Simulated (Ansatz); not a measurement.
Crystal: TePt.

```
Pt Te
1.0
     4.26288    0.00000    0.00000
    -2.13144    3.69176    0.00000
     0.00000    0.00000    5.66177
Pt Te
2 2
Direct
  0.00000 0.00000 0.00000
  0.00000 0.00000 0.50000
  0.33333 0.66667 0.25000
  0.66667 0.33333 0.75000
```

Measurements of this composition are mostly on another form, of space group No. 166.

```yaml
Program: Ansatz 0.2.0
Task: relaxation of cell and atoms
Functional: HSE06
Potentials_or_basis: Ansatz PAW
Cutoff: "420 eV (not typed: the program's choice for these potentials)"
k_mesh: 4 × 4 × 4
Occupations: fermi-dirac, width 0.05 eV
Spin: no spin polarisation
```

At the start: volume 22.28 Å³/atom.

Question: How do energy, volume and symmetry change on relaxing?

Answer: It ends after 4 steps and the volume is 21.53 Å³/atom (-3.4 %); space group P6_3/mmc (No. 194, to 0.05 Å).

The path:
| step | energy change (eV) | largest force (eV/Å) | volume (Å³) |
| --- | --- | --- | --- |
| 1 | 0.0000 | 0.0000 | 89.10 |
| 2 | -0.0413 | 0.0000 | 86.53 |
| 3 | -0.0423 | 0.0000 | 86.11 |
| 4 | -0.0411 | 0.0000 | 86.11 |

Final structure:
```
CELL_PARAMETERS angstrom
4.21465 0.00000 0.00000
-2.10732 3.64999 0.00000
0.00000 0.00000 5.59746
ATOMIC_POSITIONS crystal
Pt 0.00000 0.00000 0.00000
Pt 0.00000 0.00000 0.50000
Te 0.33333 0.66667 0.25000
Te 0.66667 0.33333 0.75000
```

Caveat: the k mesh is coarse (spacing up to 0.43 Å⁻¹), so the values aren't converged, least of all with exact exchange; the plane-wave basis is chosen anew once the cell has moved, so the energies of steps on either side of that aren't comparable; the PAW data sets come from PBE, with cores solved anew for the run's functional, which leaves a small shift of forces and pressure.
